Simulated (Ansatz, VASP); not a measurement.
# One calculation of Pb, two programs

The input INCAR:

```
PREC     = Accurate       # precision mode
ENCUT    = 520            # plane-wave cutoff, eV
EDIFF    = 1E-6           # SCF threshold, eV
ISMEAR   = 0              # smearing method
SIGMA    = 0.02           # smearing width, eV
LREAL    = False          # projectors in reciprocal space
LASPH    = True           # aspherical terms in the spheres
NELM     = 100            # most SCF steps
ALGO     = Normal         # electronic algorithm
ISIF     = 2              # what is computed and relaxed
LWAVE    = False          # write WAVECAR
LCHARG   = False          # write CHGCAR
GGA      = PE             # functional
NBANDS   = 13             # bands
```

Contents of KPOINTS:

```
Automatic mesh
0
Gamma
  9 9 9
```

POSCAR

```
Pb
1.0
   -1.9796595667      1.9796595667      1.9796595667
    1.9796595667     -1.9796595667      1.9796595667
    1.9796595667      1.9796595667     -1.9796595667
Pb
1
Direct
    0.0000000000      0.0000000000      0.0000000000
```

File input.yaml:

```yaml
crystal:
  lattice:
    - [-1.9796595667, 1.9796595667, 1.9796595667]
    - [1.9796595667, -1.9796595667, 1.9796595667]
    - [1.9796595667, 1.9796595667, -1.9796595667]
  atoms:
    - { symbol: Pb, position: [0.0, 0.0, 0.0] }
hamiltonian:
  xc: pbe
  pseudopotentials: { kind: paw }
kpoints:
  mp_grid: { grid: [9, 9, 9] }
scf:
  occupations: { method: gaussian, width: 0.02 }
output:
  forces: true
  stress: true
  eigenvalues: true
```

This isn't the form of Pb at room conditions, which is fcc.

Alike in both runs: task single point; functional PBE; k mesh 9 × 9 × 9; occupations gaussian, width 0.02 eV; no spin polarisation.

|  | VASP | Ansatz |
| --- | --- | --- |
| version | VASP 6.6.1 | Ansatz 0.2.0 |
| potentials or method | VASP PAW PBE potentials, release 64 (Pb_d) | Ansatz PAW |
| plane-wave cutoff (eV) | 520 | 420 |
| valence electrons in the cell | 14 | 14 |

VASP gave:

```
gap on the k mesh at the Fermi level (eV) : none
pressure (GPa)                            : 0.6
```

**Question.** Estimate Ansatz's values.

**Answer.** gap on the k mesh at the Fermi level (eV): none; pressure (GPa): 0.7.

A gap of «none» marks a metal or a gap that the smearing closes. The functional is the same, so the differences come from potentials, cutoffs and numerics.

The runs have no spin-orbit coupling, so splittings on Pb are missing.
